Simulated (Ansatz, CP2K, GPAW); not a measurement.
## One calculation of HfB2, 3 ways

```
Hf B
1.0
     3.14000    0.00000    0.00000
    -1.57000    2.71932    0.00000
     0.00000    0.00000    3.48000
Hf B
1 2
Direct
  0.00000 0.00000 0.00000
  0.66667 0.33333 0.50000
  0.33333 0.66667 0.50000
```

Alike in all runs: task band structure; functional PBE; k mesh 10 × 10 × 8; occupations fermi-dirac, width 0.05 eV; no spin polarisation; no spin-orbit coupling. Pressure is positive in compression and, in plane waves, holds the error of the finite cutoff.

```tsv
program and potentials	plane-wave cutoff (eV)	notes	pressure (GPa)
CP2K, POTENTIAL_UZH Hf GTH-PBE-q12, B GTH-PBE-q3; TZVP-MOLOPT-PBE-GTH basis	-	atomic basis	-0.17
GPAW, GPAW PAW data sets (gpaw-data 1.2.1)	800	-	2.12
Ansatz, all-electron LAPW, scalar-relativistic	-	-	?
```

**Question.** Estimate from the other rows what the run with Ansatz, all-electron LAPW, scalar-relativistic gave.

**Answer.** Pressure 1.47 GPa. The other rows, which needn't bracket it: pressure -0.17 to 2.12.
